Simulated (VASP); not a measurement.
# Te (P3_121) in VASP: band structure with PBE+D3(BJ)

Aim: the band structure of Te with PBE+D3(BJ).

Program: VASP 6.6.1. These are calculated values, not measurements. Logs are shortened: lines on timing, memory, paths and dates and some standing lists are left out, and cuts for length are marked.

**1. The crystal as given**

The structure is trigonal, space group P3_121 (No. 152). The conventional cell has a = 4.454 Å, b = 4.454 Å, c = 5.924 Å, α = 90.00°, β = 90.00°, γ = 120.00°. Te (site symmetry 2) has 2 Te at 2.86 Å as nearest neighbours.

**2. Band structure, PBE+D3(BJ)**

Contents of POSCAR:

```
Te
1.0
    4.4540000000      0.0000000000      0.0000000000
   -2.2270000000      3.8572771500      0.0000000000
    0.0000000000      0.0000000000      5.9240000000
Te
3
Direct
    0.2690000000      0.0000000000      0.3333333300
    0.0000000000      0.2690000000      0.6666666700
    0.7310000000      0.7310000000      0.0000000000
```

Contents of INCAR.step1:

```
SYSTEM = Te
  ALGO = Normal
  EDIFF = 1E-7
  ENCUT = 520
  GGA = PE
  ISIF = 2
  ISMEAR = 0
  IVDW = 12
  LASPH = .True.
  LCHARG = .True.
  LREAL = .False.
  LWAVE = .False.
  NBANDS = 16
  NELM = 100
  PREC = Accurate
  SIGMA = 0.02
```

Contents of KPOINTS.step1:

```
k-points
0
Gamma
  9 9 6
  0 0 0
```

Contents of INCAR.step2:

```
SYSTEM = Te
  ALGO = Normal
  EDIFF = 1E-7
  ENCUT = 520
  GGA = PE
  ICHARG = 11
  ISIF = 2
  ISMEAR = 0
  IVDW = 12
  LASPH = .True.
  LCHARG = .False.
  LREAL = .False.
  LWAVE = .False.
  NBANDS = 16
  NELM = 100
  PREC = Accurate
  SIGMA = 0.05
```

Contents of KPOINTS.step2:

```
path GMKGALHA,LM,KH
10
line-mode
reciprocal
 0.0000000000  0.0000000000  0.0000000000  G
 0.5000000000  0.0000000000  0.0000000000  M

 0.5000000000  0.0000000000  0.0000000000  M
 0.3333333333  0.3333333333  0.0000000000  K

 0.3333333333  0.3333333333  0.0000000000  K
 0.0000000000  0.0000000000  0.0000000000  G

 0.0000000000  0.0000000000  0.0000000000  G
 0.0000000000  0.0000000000  0.5000000000  A

 0.0000000000  0.0000000000  0.5000000000  A
 0.5000000000  0.0000000000  0.5000000000  L

 0.5000000000  0.0000000000  0.5000000000  L
 0.3333333333  0.3333333333  0.5000000000  H

 0.3333333333  0.3333333333  0.5000000000  H
 0.0000000000  0.0000000000  0.5000000000  A

 0.5000000000  0.0000000000  0.5000000000  L
 0.5000000000  0.0000000000  0.0000000000  M

 0.3333333333  0.3333333333  0.0000000000  K
 0.3333333333  0.3333333333  0.5000000000  H
```

Potentials or basis: VASP PAW PBE potentials, release 64 (Te).

Run with:

```sh
$ cat potpaw_PBE.64/Te/POTCAR > POTCAR
$ cp INCAR.step1 INCAR
$ cp KPOINTS.step1 KPOINTS
$ mpirun -np 1 vasp_std > vasp.out
$ cp INCAR.step2 INCAR
$ cp KPOINTS.step2 KPOINTS
$ mpirun -np 1 vasp_std > vasp.out
```

OUTCAR:

```text
SYSTEM = Te
   EDIFF = 1E-7
   ENCUT = 520
   GGA = PE
   ICHARG = 11
   ISIF = 2
   ISMEAR = 0
   IVDW = 12
   LASPH = .True.
   LREAL = .False.
   NELM = 100
   PREC = Accurate
 IVDW          = 12

 ion  position               nearest neighbor table
   1  0.269  0.000  0.333-   3 2.86   2 2.86   3 3.47   3 3.47   2 3.47   2 3.47
   2  0.000  0.269  0.667-   3 2.86   1 2.86   3 3.47   3 3.47   1 3.47   1 3.47
   3  0.731  0.731  0.000-   1 2.86   2 2.86   1 3.47   2 3.47   2 3.47   1 3.47

  LATTYP: Found a hexagonal cell.
 ALAT       =     4.4540000000
 C/A-ratio  =     1.3300404131

  Lattice vectors:

 A1 = (   4.4540000000,   0.0000000000,   0.0000000000)
 A2 = (  -2.2270000000,   3.8572771500,   0.0000000000)
 A3 = (   0.0000000000,   0.0000000000,   5.9240000000)

Analysis of symmetry for initial positions (statically):
=====================================================================
 Subroutine PRICEL returns:
 Original cell was already a primitive cell.

 Routine SETGRP: Setting up the symmetry group for a
 hexagonal supercell.

 Subroutine GETGRP returns: Found  6 space group operations
 (whereof  2 operations were pure point group operations)
 out of a pool of 24 trial point group operations.

The static configuration has the point symmetry C_2 .
 The point group associated with its full space group is D_3 .

Analysis of symmetry for dynamics (positions and initial velocities):
=====================================================================
 Subroutine PRICEL returns:
 Original cell was already a primitive cell.

 Routine SETGRP: Setting up the symmetry group for a
 hexagonal supercell.

 Subroutine GETGRP returns: Found  6 space group operations
 (whereof  2 operations were pure point group operations)
 out of a pool of 24 trial point group operations.

The dynamic configuration has the point symmetry C_2 .
 The point group associated with its full space group is D_3 .

 Subroutine INISYM returns: Found  6 space group operations
 (whereof  2 operations are pure point group operations),
 and found     1 'primitive' translations

----------------------------------------------------------------------------------------

                                     Primitive cell

  volume of cell :     101.7762

  direct lattice vectors                    reciprocal lattice vectors
     4.454000000  0.000000000  0.000000000     0.224517288  0.129625117  0.000000000
    -2.227000000  3.857277150  0.000000000     0.000000000  0.259250233  0.000000000
     0.000000000  0.000000000  5.924000000     0.000000000  0.000000000  0.168804862

  length of vectors
[... 82 lines left out ...]
   NFREE  =      0    steps in history (QN), initial steepest desc. (CG)
   ISIF   =      2    stress and relaxation
   ISYM   =      2    0-nonsym 1-usesym 2-fastsym
   POTIM  = 0.5000    time-step for ionic-motion
   TEBEG  =    0.0;   TEEND  =   0.0 temperature during run
   PSTRESS=    0.0 pullay stress
   NELECT =      18.0000    total number of electrons
   NUPDOWN=      -1.0000    fix difference up-down
   EMIN   =  10.00;   EMAX   =-10.00  energy-range for DOS
   EFERMI =   0.00;   METHOD = LEGACY
   ISMEAR =     0;   SIGMA  =   0.05  broadening in eV -4-tet -1-fermi 0-gaus
   EFERMI_NEDOS =   21; number of points for ismear=-14 and -15
   IALGO  =     38    algorithm
   IMIX   =      4    mixing-type and parameters
     AMIX     =   0.40;   BMIX     =  1.00
     AMIX_MAG =   1.60;   BMIX_MAG =  1.00
  volume/ion in A,a.u.               =      33.93       228.94
  Fermi-wavevector in a.u.,A,eV,Ry     =   0.918933  1.736531 11.489263  0.844437
  Thomas-Fermi vector in A             =   2.044070
   LORBIT       =      0    0 simple, 1 ext, 2 COOP (PROOUT), +10 PAW based schemes
   GGA     = PE    functional components
   LHFCALC =     F    Hartree Fock is set to
   AEXX    =    0.0000 exact exchange contribution
   IVDW    =    12    specifies the selected vdW correction
   LEPSILON=     F    determine dielectric tensor
   LRPA    =     F    only Hartree local field effects (RPA)
 non-spin polarized calculation
 Gauss-broadening in eV      SIGMA  =   0.05
  energy-cutoff  :      520.00
  volume of cell :      101.78
 maximum number of plane-waves:      2768
 NGX is ok and might be reduce to    36

 number of electron      17.9999999 magnetization

 Free energy of the ion-electron system (eV)
  ---------------------------------------------------
  ext. energy  EPLUGINS =         0.00000000
  ---------------------------------------------------
  free energy    TOTEN  =        -8.71677509 eV

  energy without entropy =       -8.71658437  energy(sigma->0) =       -8.71667973

 E-fermi :   6.0487     XC(G=0):  -9.0717

 val. band max:        5.9704777093   @ k =   0.3519   0.2963   0.5000
 cond. band min:       6.1252977733   @ k =   0.3333   0.3333   0.5000
 fundamental gap:      0.1548200640
 Fermi energy:         6.0486514616

 k-point     1 :       0.0000    0.0000    0.0000
  band No.  band energies     occupation
      1      -7.6625      2.00000
      2      -4.3598      2.00000
      3      -4.3598      2.00000
      4       2.8940      2.00000
      5       3.2080      2.00000
      6       3.2080      2.00000
[... 433 lines left out ...]
      3      -4.3709      2.00000
      4       1.2501      2.00000
      5       1.3480      2.00000
      6       2.7529      2.00000
[... 8 lines left out ...]
     15      13.1983      0.00000
     16      14.4433      0.00000

 [... further k-points ...]

------------------------ aborting loop because EDIFF is reached ----------------------------------------

 Edisp (eV)   -1.29099

 E8    (eV) :    -0.5927

  FORCE on cell =-STRESS in cart. coord.  units (eV):
  Direction    XX          YY          ZZ          XY          YZ          ZX
  --------------------------------------------------------------------------------------
  -------------------------------------------------------------------------------------
  Total       1.95368     1.95368    -0.22006    -0.00000    -0.00000     0.00000
  in kB      30.75508    30.75508    -3.46430    -0.00000    -0.00000     0.00000
  external pressure =       19.35 kB  Pullay stress =        0.00 kB

 VOLUME and BASIS-vectors are now :
 -----------------------------------------------------------------------------
  energy-cutoff  :      520.00
  volume of cell :      101.78
      direct lattice vectors                 reciprocal lattice vectors
     4.454000000  0.000000000  0.000000000     0.224517288  0.129625117  0.000000000
    -2.227000000  3.857277150  0.000000000     0.000000000  0.259250233  0.000000000
     0.000000000  0.000000000  5.924000000     0.000000000  0.000000000  0.168804862

 POSITION                                       TOTAL-FORCE (eV/Angst)
 -----------------------------------------------------------------------------------
      1.19813      0.00000      1.97467        -0.081460      0.000000     -0.000000
     -0.59906      1.03761      3.94933         0.040730     -0.070547      0.000000
      1.62794      2.81967      0.00000         0.040730      0.070547      0.000000
 -----------------------------------------------------------------------------------
    total drift:                               -0.000005     -0.000016      0.000000

  FREE ENERGIE OF THE ION-ELECTRON SYSTEM (eV)
  ---------------------------------------------------
  free  energy   TOTEN  =       -10.0077676834 eV

  energy  without entropy=      -10.0075769640  energy(sigma->0) =      -10.00767232
```

Wall time 4.2 min (1 thread of AMD EPYC 7R43 (Zen 3), shared host); peak memory 0.26 GiB.

Results:

- Band gap on the k mesh: 0.17 eV, direct
- Band gap along the path: 0.15 eV, indirect (least direct gap 0.17 eV)
- Dispersion energy per atom: -0.430 eV

Levels at the corners of the path, in eV from the valence-band top:
```
point  band 6  band 7  band 8  band 9  band 10  band 11  band 12  band 13
    Γ   -2.76   -1.69   -1.69   -0.87     0.99     0.99     1.59     4.95
    M   -3.61   -3.54   -1.05   -0.83     0.83     0.89     2.92     3.71
    M   -3.61   -3.54   -1.05   -0.83     0.83     0.89     2.92     3.71
    K   -3.10   -3.10   -2.95   -2.72     2.85     2.85     3.15     4.82
    K   -3.10   -3.10   -2.95   -2.72     2.85     2.85     3.15     4.82
    Γ   -2.76   -1.69   -1.69   -0.87     0.99     0.99     1.59     4.95
    Γ   -2.76   -1.69   -1.69   -0.87     0.99     0.99     1.59     4.95
    A   -2.68   -1.34   -1.04   -1.04     0.46     0.47     0.47     3.99
    A   -2.68   -1.34   -1.04   -1.04     0.46     0.47     0.47     3.99
    L   -3.65   -2.47   -2.14   -0.21     0.72     1.94     2.54     4.52
    L   -3.65   -2.47   -2.14   -0.21     0.72     1.94     2.54     4.52
    H   -5.03   -0.98   -0.01   -0.01     0.15     1.32     1.32     5.88
    H   -5.03   -0.98   -0.01   -0.01     0.15     1.32     1.32     5.88
    A   -2.68   -1.34   -1.04   -1.04     0.46     0.47     0.47     3.99
    L   -3.65   -2.47   -2.14   -0.21     0.72     1.94     2.54     4.52
    M   -3.61   -3.54   -1.05   -0.83     0.83     0.89     2.92     3.71
    K   -3.10   -3.10   -2.95   -2.72     2.85     2.85     3.15     4.82
    H   -5.03   -0.98   -0.01   -0.01     0.15     1.32     1.32     5.88
```

Caveat: the log is that of the step along the path at fixed density, whose energy, stress, charges and moments have no meaning; spin-orbit coupling is left out, which moves the levels of the heavy elements.
